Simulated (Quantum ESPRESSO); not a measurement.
# FeO (Wuestite) (R-3m) in Quantum ESPRESSO: phonons with PBEsol+D3(BJ)

Aim: the phonons of FeO (Wuestite) with PBEsol+D3(BJ).

Program: Quantum ESPRESSO 7.5. These are calculated values, not measurements. Logs are shortened: lines on timing, memory, paths and dates and some standing lists are left out, and cuts for length are marked.

### Step 1. The structure

It takes space group R-3m (No. 166, trigonal). Conventional cell: a = 3.038 Å, b = 3.038 Å, c = 7.559 Å, α = 90.00°, β = 90.00°, γ = 120.00°. Around Fe (site symmetry -3m) lie 6 O at 2.16 Å. O (site symmetry -3m) is surrounded by 6 Fe at 2.16 Å.

### Step 2. Phonons, PBEsol+D3(BJ), collinear spin, ferromagnetic start

Contents of pw.in:

```
&CONTROL
  calculation = 'scf'
  prefix = 'pwscf'
  outdir = './tmp'
  pseudo_dir = './pseudo'
  tprnfor = .true.
  tstress = .true.
  disk_io = 'low'
/
&SYSTEM
  ibrav = 0
  celldm(1) = 8
  nat = 2
  ntyp = 2
  ecutwfc = 56
  ecutrho = 448
  nbnd = 21
  input_dft = 'pbesol'
  occupations = 'smearing'
  smearing = 'fd'
  degauss = 0.00367493
  nspin = 2
  starting_magnetization(1) = 0.1875
  starting_magnetization(2) = 0
  vdw_corr = 'grimme-d3'
  dftd3_version = 4
  dftd3_threebody = .false.
/
&ELECTRONS
  conv_thr = 4d-10
  electron_maxstep = 120
  mixing_beta = 0.3
/
ATOMIC_SPECIES
Fe    55.8450 fe_pbe_v1.5.uspp.F.UPF
O     15.9990 o_pbe_v1.2.uspp.F.UPF
CELL_PARAMETERS alat
  0.3587694422130   0.2071356340402   0.5951638772153
 -0.3587694422130   0.2071356340402   0.5951638772153
  0.0000000000000  -0.4142712680803   0.5951638772153
ATOMIC_POSITIONS crystal
Fe     0.0000000000    0.0000000000    0.0000000000
O      0.5000000000    0.5000000000    0.5000000000
K_POINTS automatic
4 4 4 1 1 1
```

Contents of relax.in:

```
&CONTROL
  calculation = 'vc-relax'
  prefix = 'pwscf'
  outdir = './tmp'
  pseudo_dir = './pseudo'
  tprnfor = .true.
  tstress = .true.
  disk_io = 'low'
  nstep = 40
  forc_conv_thr = 0.0001
  etot_conv_thr = 1d-06
/
&SYSTEM
  ibrav = 0
  celldm(1) = 8
  nat = 2
  ntyp = 2
  ecutwfc = 56
  ecutrho = 448
  nbnd = 21
  input_dft = 'pbesol'
  occupations = 'smearing'
  smearing = 'fd'
  degauss = 0.00367493
  nspin = 2
  starting_magnetization(1) = 0.1875
  starting_magnetization(2) = 0
  vdw_corr = 'grimme-d3'
  dftd3_version = 4
  dftd3_threebody = .false.
/
&ELECTRONS
  conv_thr = 4d-10
  electron_maxstep = 120
  mixing_beta = 0.3
/
&IONS
  ion_dynamics = 'bfgs'
/
&CELL
  cell_dynamics = 'bfgs'
  press = 0
  press_conv_thr = 0.2
/
ATOMIC_SPECIES
Fe    55.8450 fe_pbe_v1.5.uspp.F.UPF
O     15.9990 o_pbe_v1.2.uspp.F.UPF
CELL_PARAMETERS alat
  0.3587694422130   0.2071356340402   0.5951638772153
 -0.3587694422130   0.2071356340402   0.5951638772153
  0.0000000000000  -0.4142712680803   0.5951638772153
ATOMIC_POSITIONS crystal
Fe     0.0000000000    0.0000000000    0.0000000000
O      0.5000000000    0.5000000000    0.5000000000
K_POINTS automatic
4 4 4 1 1 1
```

Contents of scf2.in:

```
&CONTROL
  calculation = 'scf'
  prefix = 'pwscf'
  outdir = './tmp'
  pseudo_dir = './pseudo'
  tprnfor = .true.
  tstress = .true.
  disk_io = 'low'
/
&SYSTEM
  ibrav = 0
  celldm(1) = 8
  nat = 2
  ntyp = 2
  ecutwfc = 56
  ecutrho = 448
  nbnd = 21
  input_dft = 'pbesol'
  occupations = 'smearing'
  smearing = 'fd'
  degauss = 0.00367493
  nspin = 2
  starting_magnetization(1) = 0.1875
  starting_magnetization(2) = 0
  vdw_corr = 'grimme-d3'
  dftd3_version = 4
  dftd3_threebody = .false.
/
&ELECTRONS
  conv_thr = 1d-13
  electron_maxstep = 120
  mixing_beta = 0.3
  startingpot = 'file'
  startingwfc = 'file'
/
ATOMIC_SPECIES
Fe    55.8450 fe_pbe_v1.5.uspp.F.UPF
O     15.9990 o_pbe_v1.2.uspp.F.UPF
CELL_PARAMETERS alat
  0.3595154516824   0.2075663428067   0.5556844343046
 -0.3595154516824   0.2075663428067   0.5556844343046
 -0.0000000000000  -0.4151326856133   0.5556844343046
ATOMIC_POSITIONS crystal
Fe     0.0000000000    0.0000000000    0.0000000000
O      0.5000000000    0.5000000000    0.5000000000
K_POINTS automatic
4 4 4 1 1 1
```

Contents of d3hess.in:

```
&INPUT
  prefix = 'pwscf'
  outdir = './tmp'
  step = 0.001
/
```

Contents of ph.in:

```
phonons of FeO
&INPUTPH
  prefix = 'pwscf'
  outdir = './tmp'
  tr2_ph = 1d-18
  fildyn = 'dyn'
  niter_ph = 90
  alpha_mix(1) = 0.4
/
0.0000000000 0.0000000000 0.0000000000
```

Contents of dynmat.in:

```
&INPUT
  fildyn = 'dyn'
  asr = 'crystal'
  filout = 'dynmat.disp'
  fileig = 'dynmat.eig'
/
```

Contents of relax_v0.99.in:

```
&CONTROL
  calculation = 'relax'
  prefix = 'pwscf'
  outdir = './tmp'
  pseudo_dir = './pseudo'
  tprnfor = .true.
  tstress = .true.
  disk_io = 'low'
  nstep = 30
  forc_conv_thr = 0.0001
  etot_conv_thr = 1d-06
/
&SYSTEM
  ibrav = 0
  celldm(1) = 8
  nat = 2
  ntyp = 2
  ecutwfc = 56
  ecutrho = 448
  nbnd = 21
  input_dft = 'pbesol'
  occupations = 'smearing'
  smearing = 'fd'
  degauss = 0.00367493
  nspin = 2
  starting_magnetization(1) = 0.1875
  starting_magnetization(2) = 0
  vdw_corr = 'grimme-d3'
  dftd3_version = 4
  dftd3_threebody = .false.
/
&ELECTRONS
  conv_thr = 1d-13
  electron_maxstep = 120
  mixing_beta = 0.3
/
&IONS
  ion_dynamics = 'bfgs'
/
ATOMIC_SPECIES
Fe    55.8450 fe_pbe_v1.5.uspp.F.UPF
O     15.9990 o_pbe_v1.2.uspp.F.UPF
CELL_PARAMETERS alat
  0.3583130498977   0.2068721358025   0.5538259440536
 -0.3583130498977   0.2068721358025   0.5538259440536
 -0.0000000000000  -0.4137442716049   0.5538259440536
ATOMIC_POSITIONS crystal
Fe     0.0000000000    0.0000000000    0.0000000000
O      0.5000000000    0.5000000000    0.5000000000
K_POINTS automatic
4 4 4 1 1 1
```

Contents of ph_v0.99.in:

```
phonons at 0.99 of the volume
&INPUTPH
  prefix = 'pwscf'
  outdir = './tmp'
  tr2_ph = 1d-18
  fildyn = 'dyn_v0.99'
  niter_ph = 90
  alpha_mix(1) = 0.4
/
0.0000000000 0.0000000000 0.0000000000
```

Contents of relax_v1.01.in:

```
&CONTROL
  calculation = 'relax'
  prefix = 'pwscf'
  outdir = './tmp'
  pseudo_dir = './pseudo'
  tprnfor = .true.
  tstress = .true.
  disk_io = 'low'
  nstep = 30
  forc_conv_thr = 0.0001
  etot_conv_thr = 1d-06
/
&SYSTEM
  ibrav = 0
  celldm(1) = 8
  nat = 2
  ntyp = 2
  ecutwfc = 56
  ecutrho = 448
  nbnd = 21
  input_dft = 'pbesol'
  occupations = 'smearing'
  smearing = 'fd'
  degauss = 0.00367493
  nspin = 2
  starting_magnetization(1) = 0.1875
  starting_magnetization(2) = 0
  vdw_corr = 'grimme-d3'
  dftd3_version = 4
  dftd3_threebody = .false.
/
&ELECTRONS
  conv_thr = 1d-13
  electron_maxstep = 120
  mixing_beta = 0.3
/
&IONS
  ion_dynamics = 'bfgs'
/
ATOMIC_SPECIES
Fe    55.8450 fe_pbe_v1.5.uspp.F.UPF
O     15.9990 o_pbe_v1.2.uspp.F.UPF
CELL_PARAMETERS alat
  0.3607098639495   0.2082559370555   0.5575305755496
 -0.3607098639495   0.2082559370555   0.5575305755496
 -0.0000000000000  -0.4165118741109   0.5575305755496
ATOMIC_POSITIONS crystal
Fe     0.0000000000    0.0000000000    0.0000000000
O      0.5000000000    0.5000000000    0.5000000000
K_POINTS automatic
4 4 4 1 1 1
```

Contents of ph_v1.01.in:

```
phonons at 1.01 of the volume
&INPUTPH
  prefix = 'pwscf'
  outdir = './tmp'
  tr2_ph = 1d-18
  fildyn = 'dyn_v1.01'
  niter_ph = 90
  alpha_mix(1) = 0.4
/
0.0000000000 0.0000000000 0.0000000000
```

Potentials or basis: GBRV 1.5 PBE.

Command:

```sh
> OMP_NUM_THREADS=1 pw.x -in pw.in > pw.out
> OMP_NUM_THREADS=1 pw.x -in relax.in > relax.out
> OMP_NUM_THREADS=1 pw.x -in scf2.in > scf2.out
> OMP_NUM_THREADS=1 d3hess.x -in d3hess.in > d3hess.out
> OMP_NUM_THREADS=1 ph.x -in ph.in > ph.out
> OMP_NUM_THREADS=1 dynmat.x -in dynmat.in > dynmat.out
> OMP_NUM_THREADS=1 pw.x -in relax_v0.99.in > relax_v0.99.out
> OMP_NUM_THREADS=1 ph.x -in ph_v0.99.in > ph_v0.99.out
> OMP_NUM_THREADS=1 pw.x -in relax_v1.01.in > relax_v1.01.out
> OMP_NUM_THREADS=1 ph.x -in ph_v1.01.in > ph_v1.01.out
```

pw.out:

```text
This program is part of the open-source Quantum ESPRESSO suite
     for quantum simulation of materials; please cite
         "P. Giannozzi et al., J. Phys.:Condens. Matter 21 395502 (2009);
         "P. Giannozzi et al., J. Phys.:Condens. Matter 29 465901 (2017);
         "P. Giannozzi et al., J. Chem. Phys. 152 154105 (2020);
     in publications or presentations arising from this work. More details at

     IMPORTANT: XC functional enforced from input :
     Exchange-correlation= PBESOL
                           (   1   4  10   8   0   0   0)
     Any further DFT definition will be discarded
     Please, verify this is what you really want

     Message from routine setup:
     using ibrav=0 with symmetry is DISCOURAGED, use correct ibrav instead

     G-vector sticks info
     --------------------
     sticks:   dense  smooth     PW     G-vecs:    dense   smooth      PW
     Sum        1035     513    163                21837     7727    1387

     Using Slab Decomposition

     bravais-lattice index     =            0
     lattice parameter (alat)  =       8.0000  a.u.
     unit-cell volume          =     135.8714 (a.u.)^3
     number of atoms/cell      =            2
     number of atomic types    =            2
     number of electrons       =        22.00
     number of Kohn-Sham states=           21
     kinetic-energy cutoff     =      56.0000  Ry
     charge density cutoff     =     448.0000  Ry
     scf convergence threshold =      4.0E-10
     mixing beta               =       0.3000
     number of iterations used =            8  plain     mixing
     Exchange-correlation= PBESOL
                           (   1   4  10   8   0   0   0)

     celldm(1)=   8.000000  celldm(2)=   0.000000  celldm(3)=   0.000000
     celldm(4)=   0.000000  celldm(5)=   0.000000  celldm(6)=   0.000000

     crystal axes: (cart. coord. in units of alat)
               a(1) = (   0.358769   0.207136   0.595164 )
               a(2) = (  -0.358769   0.207136   0.595164 )
               a(3) = (   0.000000  -0.414271   0.595164 )

     reciprocal axes: (cart. coord. in units 2 pi/alat)
               b(1) = (  1.393653  0.804626  0.560070 )
               b(2) = ( -1.393653  0.804626  0.560070 )
               b(3) = (  0.000000 -1.609252  0.560070 )

     PseudoPot. # 1 for Fe read from file:
     fe_pbe_v1.5.uspp.F.UPF
     Pseudo is Ultrasoft + core correction, Zval = 16.0
     Generated by new atomic code, or converted to UPF format
     Using radial grid of  861 points,  6 beta functions with:
                l(1) =   0
                l(2) =   0
                l(3) =   1
                l(4) =   1
                l(5) =   2
                l(6) =   2
     Q(r) pseudized with  8 coefficients,  rinner =    1.000   1.000   1.000
                                                       1.000   1.000

     PseudoPot. # 2 for O  read from file:
     o_pbe_v1.2.uspp.F.UPF
     Pseudo is Ultrasoft + core correction, Zval =  6.0
     Generated by new atomic code, or converted to UPF format
     Using radial grid of  737 points,  5 beta functions with:
                l(1) =   0
                l(2) =   0
                l(3) =   1
                l(4) =   1
                l(5) =   2
     Q(r) pseudized with  8 coefficients,  rinner =    0.900   0.900   0.900
                                                       0.900   0.900

     atomic species   valence    mass     pseudopotential
     Fe               16.00    55.84500     Fe( 1.00)
     O                 6.00    15.99900     O ( 1.00)
[... 45 lines left out ...]
        k(    9) = (  -0.0000000   0.0000000   0.6300786), wk =   0.0312500
        k(   10) = (  -0.0000000   1.2069386   0.2100262), wk =   0.0937500

     Dense  grid:    21837 G-vectors     FFT dimensions: (  40,  40,  40)

     Smooth grid:     7727 G-vectors     FFT dimensions: (  27,  27,  27)

     Check: negative core charge=   -0.000030
     Generating pointlists ...
     new r_m :   0.2104 (alat units)  1.6832 (a.u.) for type    1
     new r_m :   0.2104 (alat units)  1.6832 (a.u.) for type    2

     Initial potential from superposition of free atoms

     starting charge      21.0000, renormalised to      22.0000
     Starting wfcs are   17 randomized atomic wfcs +    4 random wfcs

     Self-consistent Calculation

     iteration #  1     ecut=    56.00 Ry     beta= 0.30
     Davidson diagonalization with overlap
     ethr =  1.00E-02,  avg # of iterations =  5.2

     total energy              =    -282.06600353 Ry
     estimated scf accuracy    <       0.73461545 Ry
[... 104 lines left out ...]
     iteration # 12     ecut=    56.00 Ry     beta= 0.30
     Davidson diagonalization with overlap
     ethr =  3.40E-12,  avg # of iterations =  2.0

     Magnetic moment per site  (integrated on atomic sphere of radius R)
     atom   1 (R=0.210)  charge= 13.5355  magn=  3.4557
     atom   2 (R=0.210)  charge=  5.8113  magn=  0.3211

     End of self-consistent calculation

 ------ SPIN UP ------------

          k =-0.0000 0.0000 0.2100 (   959 PWs)   bands (ev):

   -75.6599 -41.7409 -41.6853 -41.6853  -6.3798   8.8822   9.3060   9.3060
    10.4562  10.4562  10.7320  11.6672  11.6672  15.0667  26.9984  30.5087
    30.5087  31.6634  33.7488  33.7488  35.9383

          k =-0.0000-0.4023 0.3500 (   955 PWs)   bands (ev):

   -75.6568 -41.7519 -41.7090 -41.6885  -5.7484   6.6289   7.9384   8.1911
    10.7601  10.9111  11.3770  12.2034  13.5415  17.8434  23.9316  25.9785
    28.3929  32.9789  34.2201  35.9038  40.0430

          k =-0.0000 0.8046-0.0700 (   954 PWs)   bands (ev):

   -75.6549 -41.7516 -41.7274 -41.6937  -5.3310   5.6430   7.4380   7.7037
    10.9294  11.2084  11.6558  13.3931  13.5131  18.8570  22.3621  25.2601
    26.8699  33.5183  35.5769  37.2400  39.0573

          k =-0.0000 0.4023 0.0700 (   952 PWs)   bands (ev):
[... 19 lines left out ...]
   -75.6549 -41.7496 -41.7205 -41.7024  -5.4198   6.2260   7.6484   7.9019
    10.7510  11.1563  11.5680  12.1624  13.3883  19.5858  22.8579  24.1799
    27.3189  32.2576  35.9928  38.0526  40.9137

          k = 0.6968 0.4023-0.3500 (   966 PWs)   bands (ev):

   -75.6538 -41.7603 -41.7242 -41.7021  -5.3639   6.6838   8.2331   8.7664
     9.9559  11.3391  11.4745  11.5931  11.7361  19.6639  22.6561  24.2115
    28.4715  29.0549  39.5436  40.0568  42.6350

          k =-0.0000 0.0000 0.6301 (   957 PWs)   bands (ev):
[... 7 lines left out ...]
   -75.6545 -41.7731 -41.7104 -41.6949  -5.3121   6.2068   7.3965   7.8024
    10.9074  11.1133  11.5357  12.1808  13.4046  20.7066  21.8520  23.5390
    27.6534  32.6100  35.2992  38.4448  40.7372

 ------ SPIN DOWN ----------

          k =-0.0000 0.0000 0.2100 (   959 PWs)   bands (ev):

   -71.2843 -37.4606 -37.4360 -37.4360  -5.8197   9.7411  10.5407  10.5407
    13.7140  13.7980  13.7980  14.8848  14.8848  15.8761  27.7089  31.5949
    31.5949  32.2943  35.0885  35.0885  37.2995

          k =-0.0000-0.4023 0.3500 (   955 PWs)   bands (ev):

   -71.2806 -37.4829 -37.4580 -37.4399  -5.1752   7.4873   9.3693   9.4368
    14.2108  14.2126  14.6688  15.3825  16.6577  18.7081  24.9314  27.0385
    29.5190  33.8850  35.0856  36.9972  40.7130

          k =-0.0000 0.8046-0.0700 (   954 PWs)   bands (ev):

   -71.2783 -37.5008 -37.4629 -37.4464  -4.7478   6.4246   8.7747   9.1395
    14.3466  14.8452  14.9692  16.5586  16.7158  19.5996  23.5353  26.2219
    27.7809  34.5101  36.5443  38.1398  39.5711

          k =-0.0000 0.4023 0.0700 (   952 PWs)   bands (ev):
[... 19 lines left out ...]
   -71.2783 -37.4899 -37.4644 -37.4554  -4.8328   7.0495   8.8173   9.1350
    13.9350  14.8030  14.9225  15.5531  16.6363  20.4948  23.9684  25.1968
    28.3492  33.1594  36.8971  38.8538  41.6348

          k = 0.6968 0.4023-0.3500 (   966 PWs)   bands (ev):

   -71.2769 -37.4964 -37.4738 -37.4570  -4.7571   7.3006   9.1081   9.6572
    12.6453  15.0775  15.0943  15.2691  15.5190  20.9481  23.4013  25.4452
    29.4611  30.0948  40.0619  41.1626  43.1105

          k =-0.0000 0.0000 0.6301 (   957 PWs)   bands (ev):
[... 7 lines left out ...]
   -71.2778 -37.5017 -37.4678 -37.4479  -4.7186   7.0031   8.3191   9.1754
    14.2826  14.7282  14.8396  15.6710  16.7023  21.5578  23.0462  24.4779
    28.6762  33.5458  35.9292  39.3699  41.4592

     the Fermi energy is    14.2888 ev

!    total energy              =    -282.25837661 Ry
     estimated scf accuracy    <          3.8E-10 Ry
     smearing contrib. (-TS)   =      -0.00101922 Ry
     internal energy E=F+TS    =    -282.25735739 Ry

     The total energy is F=E-TS. E is the sum of the following terms:
     one-electron contribution =    -136.74493532 Ry
     hartree contribution      =      80.36432514 Ry
     xc contribution           =     -36.16191674 Ry
     ewald contribution        =    -189.69040444 Ry
     DFT-D3 Dispersion         =      -0.02442603 Ry

     total magnetization       =     4.00 Bohr mag/cell
     absolute magnetization    =     4.01 Bohr mag/cell

     convergence has been achieved in  12 iterations

     Forces acting on atoms (cartesian axes, Ry/au):

     atom    1 type  1   force =    -0.00000000    0.00000000   -0.00000000
     atom    2 type  2   force =    -0.00000000   -0.00000000   -0.00000000

     Total force =     0.000000     Total SCF correction =     0.000000

     Computing stress (Cartesian axis) and pressure

          total   stress  (Ry/bohr**3)                   (kbar)     P=     -117.19
  -0.00070473   0.00000000   0.00000000         -103.67        0.00        0.00
  -0.00000000  -0.00070473   0.00000000           -0.00     -103.67        0.00
   0.00000000   0.00000000  -0.00098054            0.00        0.00     -144.24

=------------------------------------------------------------------------------=
   JOB DONE.
=------------------------------------------------------------------------------=
```

Run time: 9.3 min. Hardware: 1 thread of Arm Neoverse V1, shared host; peak memory 0.15 GiB.

What came out:

* Free energy: -3840.3812 eV
* Relaxed volume: 9.44 Å³/atom
* Relaxed cell: a = 2.936 Å, b = 2.936 Å, c = 2.936 Å, α = 62.44°, β = 62.44°, γ = 62.44°
* Space group after relaxing (to 0.05 Å): R-3m (No. 166)
* Pressure after relaxing: 0.0 GPa
* Band gap on the k mesh: none (metal or under the smearing width)
* Net moment: 4.00 μB per cell
* Absolute moment: 4.01 μB per cell
* Site moments: Fe +3.43; O +0.34 μB
* Valence electrons inside the program's atomic spheres: Fe 13.54; O 5.81
* Highest phonon frequency at Γ: 311 cm⁻¹

Step by step:
```tsv
step	energy change (eV)	largest force (eV/Å)	pressure (GPa)	volume (Å³)
1	0.0000	0.0000	-11.72	20.13
2	-0.0493	0.0000	-0.37	18.95
3	-0.0518	0.0000	0.39	18.88
4	-0.0546	0.0000	0.68	18.85
5	-0.0581	0.0000	0.73	18.84
6	-0.0609	0.0000	0.45	18.84
7	-0.0611	0.0000	0.13	18.86
8	-0.0611	0.0000	0.04	18.87
9	-0.0611	0.0000	0.00	18.88
```

Final structure:
```
CELL_PARAMETERS angstrom
1.52198 0.87872 2.35244
-1.52198 0.87872 2.35244
0.00000 -1.75743 2.35244
ATOMIC_POSITIONS crystal
Fe 0.00000 0.00000 0.00000
O 0.50000 0.50000 0.50000
```

Phonon frequencies in cm⁻¹ (negative: imaginary):
```csv
q point,frequencies
"(0.000, 0.000, 0.000)",8 8 8 206 311 311
```

Mode Grüneisen parameters of phonons at Γ, in order of frequency: n/a, n/a, n/a, 5.03, 3.20, 3.20

Optical modes at Γ, degenerate ones joined:
```csv
cm⁻¹,components,symmetry,active in
206,1,A2u,IR
311,2,Eu,IR
```

Frequencies at 99 % and 101 % of the volume (pressures 2.2 and -2.1 GPa), ions relaxed:
| mode | 99 % (cm⁻¹) | 101 % (cm⁻¹) | Grüneisen parameter |
| --- | --- | --- | --- |
| 4 | 215.9 | 195.3 | 5.03 |
| 5 | 321.0 | 301.1 | 3.20 |
| 6 | 321.0 | 301.1 | 3.20 |

Caveat: the k mesh is coarse (spacing up to 0.63 Å⁻¹), so the values aren't converged; the mesh is thin for the phonons of a metal; the potentials were made for another functional, which shifts forces and pressure; a cell with one magnetic atom can't hold antiferromagnetic order, which such compounds often take; semilocal functionals often make such compounds metallic where correlation or magnetic order opens a gap, which also shifts bond lengths; pairwise dispersion overbinds metals, which lowers pressure and volume.
